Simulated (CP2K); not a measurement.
# GaP (F-43m) in CP2K: notebook

Aim: see how the results for GaP move with the level of theory and the settings. Levels: PBE, LDA. Tasks: band structure.

All numbers are computed with CP2K 2026.2; they aren't measurements. Logs are shortened: lines on timing, memory, paths and dates and some standing lists are left out, and cuts for length are marked.

**Measured values to compare with.**

“Stacking defects in GaP nanowires: Electronic structure and optical properties”, 2018, arxiv:1810.01194 quotes, for a bulk crystal of GaP at 10 K: band gap 2.34 eV (indirect).

The runs below are set against these values where they give the same quantity.

**1. The structure**

It takes space group F-43m (No. 216, cubic). The conventional cell has a = 5.451 Å, b = 5.451 Å, c = 5.451 Å, α = 90.00°, β = 90.00°, γ = 90.00°. Around Ga (site symmetry -43m) lie 4 P at 2.36 Å. P (site symmetry -43m) is surrounded by 4 Ga at 2.36 Å.

**2. Band structure, PBE**

gap_bands.inp reads:

```
&GLOBAL
  PROJECT gap_bands
  RUN_TYPE ENERGY_FORCE
  PRINT_LEVEL LOW
&END GLOBAL
&FORCE_EVAL
  METHOD QS
  STRESS_TENSOR ANALYTICAL
  &DFT
    BASIS_SET_FILE_NAME BASIS_MOLOPT_UZH
    POTENTIAL_FILE_NAME POTENTIAL_UZH
    &MGRID
      CUTOFF 675
      REL_CUTOFF 60
      NGRIDS 4
    &END MGRID
    &QS
      METHOD GPW
      EPS_DEFAULT 1.0E-9
    &END QS
    &KPOINTS
      SCHEME MONKHORST-PACK 8 8 8
      GAMMA_CENTERED T
      SYMMETRY T
      SYMMETRY_BACKEND SPGLIB
    &END KPOINTS
    &SCF
      SCF_GUESS ATOMIC
      EPS_SCF 1.0E-6
      MAX_SCF 100
      ADDED_MOS 10
      CHOLESKY OFF
      EPS_EIGVAL 1.0E-7
      &DIAGONALIZATION ON
        ALGORITHM STANDARD
      &END DIAGONALIZATION
      &MIXING ON
        METHOD BROYDEN_MIXING
        ALPHA 0.4
        BETA 1.5
        NBUFFER 8
      &END MIXING
      &SMEAR ON
        METHOD FERMI_DIRAC
        ELECTRONIC_TEMPERATURE [K] 580.226
      &END SMEAR
    &END SCF
    &XC
      &XC_FUNCTIONAL PBE
      &END XC_FUNCTIONAL
    &END XC
    &PRINT
      &KPOINTS ON
      &END KPOINTS
      &MULLIKEN ON
      &END MULLIKEN
      &MO ON
        ENERGIES T
        OCCUPATION_NUMBERS T
        &EACH
          QS_SCF 0
        &END EACH
        ADD_LAST NUMERIC
      &END MO
      &BAND_STRUCTURE
        FILE_NAME bands.bs
        ADDED_MOS 4
        &KPOINT_SET
          UNITS B_VECTOR
          NPOINTS 6
          SPECIAL_POINT GAMMA 0.00000000 0.00000000 0.00000000
          SPECIAL_POINT X 0.50000000 0.00000000 0.50000000
          SPECIAL_POINT W 0.50000000 0.25000000 0.75000000
          SPECIAL_POINT K 0.37500000 0.37500000 0.75000000
          SPECIAL_POINT GAMMA 0.00000000 0.00000000 0.00000000
          SPECIAL_POINT L 0.50000000 0.50000000 0.50000000
          SPECIAL_POINT U 0.62500000 0.25000000 0.62500000
          SPECIAL_POINT W 0.50000000 0.25000000 0.75000000
          SPECIAL_POINT L 0.50000000 0.50000000 0.50000000
          SPECIAL_POINT K 0.37500000 0.37500000 0.75000000
        &END KPOINT_SET
        &KPOINT_SET
          UNITS B_VECTOR
          NPOINTS 6
          SPECIAL_POINT U 0.62500000 0.25000000 0.62500000
          SPECIAL_POINT X 0.50000000 0.00000000 0.50000000
        &END KPOINT_SET
      &END BAND_STRUCTURE
    &END PRINT
  &END DFT
  &SUBSYS
    &CELL
      ABC 3.8540855109 3.8540855109 3.8540855108
      ALPHA_BETA_GAMMA 60.0000000001 60.0000000003 60.0000000007
      PERIODIC XYZ
    &END CELL
    &COORD
      SCALED
      Ga  0.0000000000 0.0000000000 0.0000000000
      P   0.7500000000 0.7500000000 0.7500000000
    &END COORD
    &KIND Ga
      BASIS_SET TZVP-MOLOPT-PBE-GTH-q13
      POTENTIAL GTH-PBE-q13
    &END KIND
    &KIND P
      BASIS_SET TZVP-MOLOPT-PBE-GTH-q5
      POTENTIAL GTH-PBE-q5
    &END KIND
    &PRINT
      &ATOMIC_COORDINATES ON
      &END ATOMIC_COORDINATES
      &CELL ON
      &END CELL
    &END PRINT
  &END SUBSYS
  &PRINT
    &FORCES ON
    &END FORCES
    &STRESS_TENSOR ON
    &END STRESS_TENSOR
  &END PRINT
&END FORCE_EVAL
```

Potentials or basis: POTENTIAL_UZH Ga GTH-PBE-q13, P GTH-PBE-q5; TZVP-MOLOPT-PBE-GTH basis.

The run is started by

```bash
$ OMP_NUM_THREADS=1 cp2k.psmp -i gap_bands.inp -o gap_bands.out
```

gap_bands.out:

```text

 CP2K| version string:                                       CP2K version 2026.2
 CP2K| Input file name                                             gap_bands.inp

 GLOBAL| Force Environment number                                              1
 GLOBAL| Basis set file name                                    BASIS_MOLOPT_UZH
 GLOBAL| Potential file name                                       POTENTIAL_UZH
 GLOBAL| MM Potential file name                                     MM_POTENTIAL
 GLOBAL| Coordinate file name                                      __STD_INPUT__
 GLOBAL| Method name                                                        CP2K
 GLOBAL| Project name                                                  gap_bands
 GLOBAL| Run type                                                   ENERGY_FORCE
 GLOBAL| FFT library                                                       FFTW3
[... 8 lines left out ...]
 GLOBAL| CPU model name                                                  UNKNOWN

 CELL| Volume [angstrom^3]:                                            40.480796
 CELL| Vector a [angstrom]:       3.854     0.000     0.000   |a| =     3.854086
 CELL| Vector b [angstrom]:       1.927     3.338     0.000   |b| =     3.854086
 CELL| Vector c [angstrom]:       1.927     1.113     3.147   |c| =     3.854086
 CELL| Angle (b,c), alpha [degree]:                                    60.000000
 CELL| Angle (a,c), beta  [degree]:                                    60.000000
 CELL| Angle (a,b), gamma [degree]:                                    60.000000
 CELL| Numerically orthorhombic:                                              NO
 CELL| Periodicity                                                           XYZ

 CELL_REF| Volume [angstrom^3]:                                        40.480796
 CELL_REF| Vector a [angstrom     3.854     0.000     0.000   |a| =     3.854086
 CELL_REF| Vector b [angstrom     1.927     3.338     0.000   |b| =     3.854086
 CELL_REF| Vector c [angstrom     1.927     1.113     3.147   |c| =     3.854086
 CELL_REF| Angle (b,c), alpha [degree]:                                60.000000
 CELL_REF| Angle (a,c), beta  [degree]:                                60.000000
 CELL_REF| Angle (a,b), gamma [degree]:                                60.000000
 CELL_REF| Numerically orthorhombic:                                          NO
 CELL_REF| Periodicity                                                       XYZ
[... 12 lines left out ...]
                             - Atoms:                                          2
                             - Shell sets:                                     2
                             - Shells:                                        17
                             - Primitive Cartesian functions:                 10
                             - Cartesian basis functions:                     58
                             - Spherical basis functions:                     51

  Maximum angular momentum of- Orbital basis functions:                        3
                             - Local part of the GTH pseudopotential:          0
                             - Non-local part of the GTH pseudopotential:      4

 MODULE QUICKSTEP: ATOMIC COORDINATES IN ANGSTROM

   Atom Kind Element         X             Y             Z       Z(eff)     Mass
      1    1 Ga   31      0.000000      0.000000      0.000000  13.0000  69.7230
      2    2 P    15      5.781128      3.337736      2.360136   5.0000  30.9738

 SCF PARAMETERS         Density guess:                                    ATOMIC
[... 9 lines left out ...]
                        --------------------------------------------------------
                        level_shift [a.u.]:                             0.000000
                        added MOs                                        10    0
                        --------------------------------------------------------
                        Mixing method:                            BROYDEN_MIXING
[... 11 lines left out ...]
 *******************************************************************************
 BRILLOUIN| K-point scheme                                        Monkhorst-Pack
 BRILLOUIN| K-Point grid                                             8    8    8
 BRILLOUIN| Gamma-centered k-point mesh                                     ON
 BRILLOUIN| K-point symmetry accuracy                               0.100000E-05
 BRILLOUIN| K-Point point group symmetrization                                ON
 BRILLOUIN| Symmetry backend                                             SPGLIB
 BRILLOUIN| Symmetry reduction method                                    SPGLIB
 BRILLOUIN| Wavefunction type                                            COMPLEX
 BRILLOUIN| List of Kpoints [2 Pi/Bohr]                                       29
 BRILLOUIN| Number           Weight            X              Y              Z
 BRILLOUIN|     1           0.01562       -0.37500       -0.37500       -0.37500
 BRILLOUIN|     2           0.04688       -0.37500       -0.37500       -0.25000
 BRILLOUIN|     3           0.04688       -0.37500       -0.37500       -0.12500
 BRILLOUIN|     4           0.01172       -0.37500       -0.37500        0.00000
 BRILLOUIN|     5           0.04688       -0.37500       -0.37500        0.12500
 BRILLOUIN|     6           0.02344       -0.37500       -0.37500        0.25000
[... 21 lines left out ...]
 BRILLOUIN|    28           0.00781        0.00000        0.00000        0.50000
 BRILLOUIN|    29           0.00586        0.00000        0.50000        0.50000
 *******************************************************************************

 Extrapolation method: initial_guess

 Number of electrons:                                                         18
 Number of occupied orbitals:                                                  9
 Number of molecular orbitals:                                                19

 Number of orbital functions:                                                 51
 Number of independent orbital functions:                                     51

 SCF WAVEFUNCTION OPTIMIZATION

  Step     Update method      Time    Convergence         Total energy    Change
  ------------------------------------------------------------------------------
     1 NoMix/Diag. 0.40E+00    2.6     1.09055259       -81.3350158272 -8.13E+01
     2 Broy./Diag. 0.40E+00    2.6     0.03919445       -81.1508342313  1.84E-01
     3 Broy./Diag. 0.40E+00    2.6     0.08778417       -81.1328073928  1.80E-02
     4 Broy./Diag. 0.40E+00    2.6     0.00926169       -81.1856280735 -5.28E-02
     5 Broy./Diag. 0.40E+00    2.6     0.00424835       -81.2079406866 -2.23E-02
     6 Broy./Diag. 0.40E+00    2.6     0.00235447       -81.2097291604 -1.79E-03
     7 Broy./Diag. 0.40E+00    2.6     0.00130411       -81.2111770773 -1.45E-03
     8 Broy./Diag. 0.40E+00    2.6     0.00029279       -81.2154626542 -4.29E-03
     9 Broy./Diag. 0.40E+00    2.6     0.00012510       -81.2167902549 -1.33E-03
    10 Broy./Diag. 0.40E+00    2.6     0.00001710       -81.2168203759 -3.01E-05
    11 Broy./Diag. 0.40E+00    2.6     0.00005866       -81.2167595519  6.08E-05
    12 Broy./Diag. 0.40E+00    2.6     0.00000353       -81.2167373351  2.22E-05
    13 Broy./Diag. 0.40E+00    2.6     0.00000171       -81.2167276468  9.69E-06
    14 Broy./Diag. 0.40E+00    2.6     0.00000059       -81.2167266611  9.86E-07

  *** SCF run converged in    14 steps ***

  Electronic density on regular grids:        -17.9999996239        0.0000003761
  Core density on regular grids:               17.9999999838       -0.0000000162
  Total charge density on r-space grids:        0.0000003599
  Total charge density g-space grids:           0.0000003599

  Overlap energy of the core charge distribution:               0.00000000046017
  Self energy of the core charge distribution:               -113.68991028286949
  Core Hamiltonian energy:                                     32.80053182236215
  Hartree energy:                                              11.58001861073390
  Exchange-correlation energy:                                -11.90736681172594
  Electronic entropic energy:                                  -0.00000000009719
  Fermi energy:                                                 0.20005795611144

  Total energy:                                               -81.21672666113639
  Total energy (extrapolated to T->0):                        -81.21672666108780

 MO| EIGENVALUES AND OCCUPATION NUMBERS FOR K POINT 1
 MO|
 MO|  Index      Eigenvalue [a.u.]        Eigenvalue [eV]             Occupation
 MO|      1              -0.369168             -10.045577               2.000000
 MO|      2              -0.365831              -9.954780               2.000000
 MO|      3              -0.365831              -9.954780               2.000000
 MO|      4              -0.362729              -9.870359               2.000000
 MO|      5              -0.362729              -9.870359               2.000000
 MO|      6              -0.231769              -6.306748               2.000000
[... 11 lines left out ...]
 MO|     18               0.778210              21.176179               0.000000
[... 323 lines left out ...]
 MO|      6              -0.215556              -5.865569               2.000000
[... 11 lines left out ...]
 MO|     18               0.792342              21.560712               0.000000
 MO|     19               0.847650              23.065728               0.000000
 MO| Sum:                                                              18.000000
 MO| E(Fermi):            0.200058 a.u.          5.443854 eV
 MO| Band gap:            0.192014 a.u.          5.224953 eV

 [... the levels of further k-points ...]

 !-----------------------------------------------------------------------------!
                     Mulliken Population Analysis

 #  Atom  Element  Kind  Atomic population                           Net charge
       1     Ga       1         12.612713                              0.387287
       2     P        2          5.387287                             -0.387287
 # Total charge                             18.000000                  0.000000

 !-----------------------------------------------------------------------------!

 KPOINTS| Band Structure Calculation
 KPOINTS| Number of k-point sets                                               2
 KPOINTS| Number of added MOs/bands                                            4
 KPOINTS| Number of k-points in set    1                                      55
 KPOINTS| In units of b-vector [2pi/Bohr]
 KPOINTS| Special point     1       GAMMA     0.000000     0.000000     0.000000
 KPOINTS| Special point     2           X     0.500000     0.000000     0.500000
 KPOINTS| Special point     3           W     0.500000     0.250000     0.750000
 KPOINTS| Special point     4           K     0.375000     0.375000     0.750000
 KPOINTS| Special point     5       GAMMA     0.000000     0.000000     0.000000
 KPOINTS| Special point     6           L     0.500000     0.500000     0.500000
 KPOINTS| Special point     7           U     0.625000     0.250000     0.625000
 KPOINTS| Special point     8           W     0.500000     0.250000     0.750000
 KPOINTS| Special point     9           L     0.500000     0.500000     0.500000
 KPOINTS| Special point    10           K     0.375000     0.375000     0.750000
 KPOINTS| Number of k-points in set    2                                       7
 KPOINTS| In units of b-vector [2pi/Bohr]
 KPOINTS| Special point     1           U     0.625000     0.250000     0.625000
 KPOINTS| Special point     2           X     0.500000     0.000000     0.500000

 ENERGY| Total FORCE_EVAL ( QS ) energy [hartree]            -81.216726149066133

 FORCES| Atomic forces [hartree/bohr]
 FORCES|   Atom     x               y               z               |f|
 FORCES|      1  5.83079813E-08 -1.19877333E-08 -3.20201502E-08   6.75930207E-08
 FORCES|      2 -6.17550479E-08  9.99735831E-09  3.06132761E-08   6.96477264E-08
 FORCES| Sum    -3.44706659E-09 -1.99037502E-09 -1.40687408E-09
 FORCES| Total atomic force                                       4.22174791E-09

 STRESS| Analytical stress tensor [bar]
 STRESS|                        x                   y                   z
 STRESS|      x        2.98847738765E+04   2.72577346295E+00   1.94695943619E+00
 STRESS|      y        2.72577346295E+00   2.98819135722E+04   1.08251064541E+00
 STRESS|      z        1.94695943619E+00   1.08251064541E+00   2.98817919372E+04
 STRESS| 1/3 Trace                                             2.98828264620E+04
 STRESS| Determinant                                           2.66848650506E+13

 STRESS| Eigenvectors and eigenvalues of the analytical stress tensor [bar]
 STRESS|                        1                   2                   3
 STRESS| Eigenvalues   2.98802565811E+04   2.98809040481E+04   2.98873187568E+04
 STRESS|      x          -0.547819276684     -0.257543576207      0.795968181806
 STRESS|      y           0.829340121528     -0.292224364633      0.476235113718
 STRESS|      z           0.109950001895      0.921019124160      0.373677360853
```

Run time: 43 s. Hardware: 1 thread of Arm Neoverse V2, shared host; peak memory 0.37 GiB.

What came out:

```yaml
Free_energy: -2210.0195 eV
Pressure: 3.0 GPa
Band_gap_on_the_k_mesh: 1.66 eV, indirect (least direct gap 1.78 eV)
Band_gap_along_the_path: 1.62 eV, indirect (least direct gap 1.78 eV)
Mulliken_charges: Ga +0.39; P -0.39 e
```

Levels at the corners of the path, in eV from the valence-band top:
| point | band 7 | band 8 | band 9 | band 10 | band 11 | band 12 |
| --- | --- | --- | --- | --- | --- | --- |
| Γ | 0.00 | 0.00 | 0.00 | 1.78 | 3.90 | 3.90 |
| X | -6.78 | -2.70 | -2.70 | 1.69 | 1.84 | 10.68 |
| W | -6.58 | -3.59 | -3.44 | 4.78 | 4.87 | 6.20 |
| K | -6.58 | -3.95 | -2.27 | 2.22 | 4.85 | 8.38 |
| Γ | 0.00 | 0.00 | 0.00 | 1.78 | 3.90 | 3.90 |
| L | -6.66 | -1.13 | -1.13 | 1.67 | 4.77 | 4.77 |
| U | -6.58 | -3.95 | -2.27 | 2.22 | 4.85 | 8.38 |
| W | -6.58 | -3.59 | -3.44 | 4.78 | 4.87 | 6.20 |
| L | -6.66 | -1.13 | -1.13 | 1.67 | 4.77 | 4.77 |
| K | -6.58 | -3.95 | -2.27 | 2.22 | 4.85 | 8.38 |
| U | -6.58 | -3.95 | -2.27 | 2.22 | 4.85 | 8.38 |
| X | -6.78 | -2.70 | -2.70 | 1.69 | 1.84 | 10.68 |

Caveat: Mulliken charges move with the basis; the basis of atomic orbitals isn't converged, which shifts pressures, moduli and gaps.

(Part 1 of 2 ends here.)
